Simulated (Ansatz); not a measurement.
SCF log, Li2O

Li2O is taken as a measured crystal structure (space group Fm-3m), 3 atoms in the cell. Source: COD entry 4121514; it may be a high-temperature, high-pressure or metastable form.

The calculation used Ansatz, DFT, PBE, PAW, plane waves, scalar-relativistic.

Input file:

```yaml
crystal:
  lattice:
    - [0.0, 2.307, 2.307]
    - [2.307, 0.0, 2.307]
    - [2.307, 2.307, 0.0]
  atoms:
    - { symbol: Li, position: [0.25, 0.25, 0.25] }
    - { symbol: Li, position: [0.75, 0.75, 0.75] }
    - { symbol: O, position: [0.5, 0.5, 0.5] }
hamiltonian:
  xc: pbe
  pseudopotentials: { kind: paw }
basis:
  ecutwfc: 420
kpoints:
  mp_grid: { grid: [8, 8, 8] }
scf:
  occupations: { method: fermi_dirac, width: 0.1 }
  lower_state_search: "off"
  algorithm: density_mixing
  max_iter: 40
  mixing: { algorithm: anderson, ndim: 8, beta: 1.0, preconditioner: none }
output:
  forces: true
  stress: true
```

What the program printed (shortened):

```
Pseudopotentials: kind: paw
Pseudopotential: Li, paw, valence charge 3, recommended cutoff 420 eV (normal), Li.paw.azcp
Pseudopotential: O, paw, valence charge 6, recommended cutoff 420 eV (normal), O.paw.azcp
Functional definition: PBE
Crystal: 3 atoms, lattice volume = 24.557 Å³
Basis set: ecut = 420 eV, 531 PW (Γ), exchange–correlation on 48×48×48 points (8 copies of the dense FFT grid, shifted against one another)
Bands: 10, of which v1, the nominal top of the filled ones, is band 6 counted from 1 (5 counted from 0)
Symmetry: 48 space group operations
Space group: Fm-3m (ITA 225), of the structure as read, at distance tolerance 2.9e-5 Å
k-points: 29 of 512
Non-local potential: Li, projectors of the file, l = 0: 3, l = 1: 2, l = 2: 1
Non-local potential: O, projectors of the file, l = 0: 2, l = 1: 2, l = 2: 1
Initial density: superposition of atomic densities (neutral atoms: chi_scale 0, normalization atom), corrected by the library's trained network
Initial wavefunctions: pseudopotential atomic-orbital guess
Functional: x = pbe(κ = 0.804, μ = 0.2195149727645171), c = pbe(β = 0.06672455060314922)
SCF iter   1: F=—  HF=-979.862510 eV  |F-HF|=—  |Δ(HF+E_count)|=         —  Δρ=5.09e-4  dr2=1.14e-5  ethr=1.77e-3  ⟨swp⟩=5.0  Hψ=1617  notcnv=0
SCF iter   2: F=—  HF=-979.862507 eV  |F-HF|=—  |Δ(HF+E_count)|=   2.91e-6  Δρ=7.69e-4  dr2=1.27e-4  ethr=9.52e-8  ⟨swp⟩=2.0  Hψ=696  notcnv=0  κ⁻¹=1.0e0(r=1)
SCF iter   3: F=—  HF=-979.862483 eV  |F-HF|=—  |Δ(HF+E_count)|=   2.44e-5  Δρ=3.63e-4  dr2=2.97e-5  ethr=9.52e-8  ⟨swp⟩=2.0  Hψ=406  notcnv=0  κ⁻¹=4.2e-2(r=2)
SCF iter   4: F=—  HF=-979.862476 eV  |F-HF|=—  |Δ(HF+E_count)|=   6.77e-6  Δρ=6.00e-5  dr2=6.18e-7  ethr=9.52e-8  ⟨swp⟩=2.1  Hψ=368  notcnv=0  κ⁻¹=7.1e-4(r=3)
SCF iter   5: F=-979.862476 eV  HF=-979.862476 eV  |F-HF|=5.41e-9  |Δ(HF+E_count)|=   1.64e-7  Δρ=5.82e-6  dr2=6.73e-9  ethr=8.33e-10  ⟨swp⟩=2.3  Hψ=970  notcnv=0
SCF 1 converged in 5 iterations: F = -979.862476 eV  dr2 = 6.73e-9
  greatest PAW one-centre occupation: 1.000 electrons in one spin orbital (limit 2), on the Li atom at site 1 (counted from 0), in its partial waves of l = 0
SCF converged after 5 iterations
Stability not checked: this state was not tested for a lower state beside it, because the mixer in use, unlike msr1, does not test its closes by its own steps (another_mixer; see scf.mixing.algorithm and scf.lower_state_search)
Free energy (F): -979.862476 eV
Harris-Foulkes:  -979.862476 eV  (|F-HF|=5.41e-9)
Internal energy: -979.862476 eV  (E = F + TS)
E sigma→0 (E₀):  -979.862476 eV
Fermi energy:    5.556246 eV
--- Per-component energies (eV) ---
  E_band       = -173.416874
  E_kinetic    = 222.751579
  E_local      = -567.249498  (includes V_loc(G=0)·N_el)
  E_nonlocal   = -18.073971
  E_hartree    = 187.568930
  E_xc         = -97.588009
  E_vxc        = -124.892042  (∫ρ·V_xc dr)
  E_paw        = -200.232566  (= ΣΔE_a)
  E_vpaw       = -61.095041  (= ΣTr[D̂ρ^β])
  E_aug_tail   = 0.002619  (compensation charges beyond the density's cutoff)
  E_ewald      = -507.041561
  E_smearing   = -0.000000  (= −TS)
  E_closure    = -0.000000  (closes the sum)
  Σ components = -979.862476   (vs F -979.862476, Δ=0.00e0)
--- Forces (eV/Å), atoms counted from 1 ---
  atom   1  Li     0.00000000     0.00000000    -0.00000000
  atom   2  Li     0.00000000    -0.00000000     0.00000000
  atom   3  O      0.00000000    -0.00000000    -0.00000000
  max |Σ_I F_I| component: 9.25e-17 eV/Å
--- Stress (GPa, compression-positive) ---
        0.636276       0.000000      -0.000000
       -0.000000       0.636276      -0.000000
       -0.000000      -0.000000       0.636276
  P = ⅓ Tr σ = 0.6363 GPa (6.363 kbar)
```

Gaps of semilocal functionals run low against measured ones.

The run took 1.1 s on 2 threads of x86-64 server CPU, on a shared host, peak memory 0.28 GiB.
